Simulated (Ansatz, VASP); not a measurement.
**One calculation of B, two programs**

Contents of INCAR:

```
  PREC = Accurate
  ENCUT = 520
  EDIFF = 1E-6
  ISMEAR = -1
  SIGMA = 0.05
  LREAL = False
  LASPH = True
  NELM = 100
  ALGO = Fast
  ISIF = 2
  LWAVE = False
  LCHARG = False
  GGA = PS
```

The input KPOINTS:

```
regular mesh
0
Gamma
  14 14 14
```

File POSCAR:

```
B
1.0
    1.8852400000      0.0000000000      0.0000000000
    0.0000000000      1.8852400000      0.0000000000
    0.0000000000      0.0000000000      1.8852400000
B
1
Direct
    0.5000000000      0.5000000000      0.5000000000
```

Contents of KPOINTS_OPT:

```
path GXMGRX,MR
20
line-mode
reciprocal
 0.0000000000  0.0000000000  0.0000000000  G
 0.0000000000  0.5000000000  0.0000000000  X

 0.0000000000  0.5000000000  0.0000000000  X
 0.5000000000  0.5000000000  0.0000000000  M

 0.5000000000  0.5000000000  0.0000000000  M
 0.0000000000  0.0000000000  0.0000000000  G

 0.0000000000  0.0000000000  0.0000000000  G
 0.5000000000  0.5000000000  0.5000000000  R

 0.5000000000  0.5000000000  0.5000000000  R
 0.0000000000  0.5000000000  0.0000000000  X

 0.5000000000  0.5000000000  0.0000000000  M
 0.5000000000  0.5000000000  0.5000000000  R
```

input.yaml

```yaml
crystal:
  lattice:
    - [1.88524, 0.0, 0.0]
    - [0.0, 1.88524, 0.0]
    - [0.0, 0.0, 1.88524]
  atoms:
    - { symbol: B, position: [0.5, 0.5, 0.5] }
hamiltonian:
  xc: pbesol
  pseudopotentials: { kind: paw }
kpoints:
  mp_grid: { grid: [14, 14, 14] }
  band_path:
    path:
      - [[0.0, 0.0, 0.0], [0.0, 0.5, 0.0], [0.5, 0.5, 0.0], [0.0, 0.0, 0.0], [0.5, 0.5, 0.5], [0.0, 0.5, 0.0]]
      - [[0.5, 0.5, 0.0], [0.5, 0.5, 0.5]]
    npoints: 14
scf:
  occupations: { method: fermi_dirac, width: 0.05 }
  n_extra_bands: 6
output:
  forces: true
  stress: true
  eigenvalues: true
  fatbands: false
```

The cell was built by a generator and needn't be a form met in nature.

Alike in both runs: task band structure; functional PBEsol; k mesh 14 × 14 × 14; occupations fermi-dirac, width 0.05 eV; no spin polarisation.

|  | VASP | Ansatz |
| --- | --- | --- |
| version | VASP 6.6.1 | Ansatz 0.2.0 |
| potentials or method | VASP PAW PBE potentials, release 64 (B) | Ansatz PAW |
| plane-wave cutoff (eV) | 520 | 420 |
| valence electrons in the cell | 3 | 3 |

Ansatz gave:

- gap on the k mesh at the Fermi level (eV): none
- pressure (GPa): -2.6

Question: What did VASP give for the same quantities?

Answer: gap on the k mesh at the Fermi level (eV): none; pressure (GPa): -2.2.

A gap of «none» marks a metal or a gap that the smearing closes.

Caveats: the PAW data sets were made with another functional, which shifts forces and pressure a little (VASP); the PAW data sets come from PBE, with cores solved anew for the run's functional, which leaves a small shift of forces and pressure (Ansatz).
